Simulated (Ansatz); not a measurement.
## Si (diamond): G0W0 against its settings

Si (diamond), relaxed with r2SCAN; one-shot G0W0 in Ansatz without spin-orbit coupling. Calculated for a static, non-magnetic cell.

```
Si
1.0
     0.00000    2.72212    2.72212
     2.72212    0.00000    2.72212
     2.72212    2.72212    0.00000
Si
2
Direct
  0.00000 0.00000 0.00000
  0.25000 0.25000 0.25000
```

Gaps are read over the mesh points alone. G0W0 values are finite-basis, finite-mesh values.
```
 start       potentials      frequency model   mesh  empty bands  screening cutoff (eV)  Kohn-Sham gap (eV)  G0W0 gap (eV)
   PBE              PAW  contour deformation  6×6×6           91                    100                0.72           1.14
   PBE              PAW  contour deformation  6×6×6          221                    180                0.72           1.22
   PBE              PAW  contour deformation  6×6×6          429                    260                0.72           1.24
 HSE06              PAW  contour deformation  6×6×6          221                    180                1.29           1.48
r2SCAN              PAW  contour deformation  6×6×6          221                    180                0.92           1.34
  PBE0              PAW  contour deformation  6×6×6          221                    180                1.95           1.63
   PBE              PAW     Godby-Needs pole  6×6×6          221                    180                0.72           1.18
   PBE              PAW  contour deformation  8×8×8           65                     80                0.63           1.01
   PBE  norm-conserving  contour deformation  6×6×6          221                    180                0.72           1.22
```

G0W0 moves the gap on the mesh from 0.72 eV (PBE) to 1.24 eV (Γ to X). Renormalisation factors Z lie between 0.72 and 0.78.

Raising bands and cutoff together moves the gap by +0.08 eV (100 to 180 eV), then +0.02 eV (180 to 260 eV); the last step is small, which bounds nothing strictly. Starting from HSE06 (1.29 eV against PBE's 0.72 eV) gives 1.48 eV, +0.26 eV from G0W0@PBE at the same screening cutoff. Starting from r2SCAN (0.92 eV against PBE's 0.72 eV) gives 1.34 eV, +0.12 eV from G0W0@PBE at the same screening cutoff. Starting from PBE0 (1.95 eV against PBE's 0.72 eV) gives 1.63 eV, +0.41 eV from G0W0@PBE at the same screening cutoff. The Godby-Needs plasmon pole differs from contour deformation by -0.04 eV. Norm-conserving potentials (wave cutoff 490 eV against 420 eV) shift the quasiparticle gap by 0.00 eV and the PBE gap by 0.00 eV. On these meshes the dielectric constant comes out too large, which adds an error that these runs don't bound. r2SCAN runs take a wave cutoff of 500 eV.
